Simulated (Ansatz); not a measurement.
Two G0W0 runs on Al5GaP6 (zincblende [001] superlattice).

The cell holds 12 atoms: 1 Ga, 6 P and 5 Al. Cell: a = 3.867 Å, b = 3.867 Å, c = 16.377 Å, α = 90.0°, β = 90.0°, γ = 90.0°. It derives from GaP. Regions: GaP, 2 atoms (1 Ga and 1 P); AlP, 10 atoms (5 Al and 5 P). The structure's axis is c.

```xyz
12
Lattice="3.8673 0.0000 0.0000 0.0000 3.8673 0.0000 0.0000 0.0000 16.3767" Properties=species:S:1:pos:R:3 pbc="T T T"
Ga    0.0000    0.0000    0.6822
P     1.9336    0.0000    2.0408
Al    1.9336    1.9336    3.4026
P     0.0000    1.9336    4.7688
Al    0.0000    0.0000    6.1360
P     1.9336    0.0000    7.5033
Al    1.9336    1.9336    8.8705
P     0.0000    1.9336   10.2378
Al    0.0000    0.0000   11.6051
P     1.9336    0.0000   12.9723
Al    1.9336    1.9336   14.3385
P     0.0000    1.9336   15.7003
```

The structure was relaxed with PBEsol. The runs that relaxed it are not among those shown.

The first (Ansatz 0.2.0; start PBEsol, 4×4×2 mesh, 1021 empty bands, screening to 150 eV, PAW set soft_1 files; 1 × NVIDIA H100 80GB HBM3 (shared by 6 runs) with 3 threads of AMD EPYC 7R13 (Zen 3), shared host) gave, on its mesh: starting gap 1.43 eV, G0W0 gap 2.23 eV, RPA ε∞ (mean) 9.48, 54 s.

The second gave: starting gap 1.43 eV, G0W0 gap 1.99 eV, RPA ε∞ (mean) 9.54, 21 s.

Q: What was changed in the input? Choose among start, files, mesh, bands and cutoff, frequency model or another key.

Changed: empty bands from 1021 to 258 and screening cutoff (eV) from 150.0 to 60. The starting gap stayed, which rules out the functional and points to the GW step. Other changes could give like numbers; this is the one that was made.

Limits: not at the basis limit; no spin-orbit coupling; coarse k mesh.

[Paths, hosts, dates, memory and timing lines, banners, echoed tables and standing remarks are left out of the program output.]

[Logs are printed without paths, hosts, clocks, repeated set-up lines and the standing remarks that a program may print on its own settings, such as how far it seeks lower states.]

[Runs of the session that timed out or met a known fault of the program may be left out.]

[Cells called generated may have been cut or substituted from an entry of the Crystallography Open Database or the Materials Project.]

[Hosts, paths, dates, database ids (printed as entryN), source tags and the programs' standing remarks are cut or masked in the printed files.]
